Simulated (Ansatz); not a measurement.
Crystal: SnTe.

```xyz
2
Lattice="0.0000 3.6111 3.6111 3.6111 0.0000 3.6111 3.6111 3.6111 0.0000" Properties=species:S:1:pos:R:3 pbc="T T T"
Te    1.8056    1.8056    1.8056
Sn    0.0000    0.0000    0.0000
```

Measurements of this composition are mostly on another form, of space group No. 225.

Base run:

| Quantity | Value |
| --- | --- |
| Program | Ansatz 0.2.0 |
| Functional | PBEsol |
| Potentials or basis | all-electron LAPW, scalar-relativistic |
| Cutoff | 189 eV (chosen from the basis error) |
| Basis error allowed | 0.001 eV/atom |
| k mesh | 7 × 7 × 7 |
| Occupations | fermi-dirac, width 0.05 eV |
| Spin | no spin polarisation |

Its results: band gap on the k mesh 0.29 eV, indirect (least direct gap 0.79 eV); pressure -1.4 GPa.

Task: The run is repeated on the same cell with these changes: functional from PBEsol to PBE. What comes out?

Result: Band gap on the k mesh 0.33 eV, indirect (least direct gap 0.83 eV); pressure 0.0 GPa.

PBE binds less tightly than PBEsol, so the same cell stands under more pressure.

Caveats: spin-orbit coupling is left out, which moves the levels of the heavy elements; the mesh misses the band edges, which the band path finds closer together.
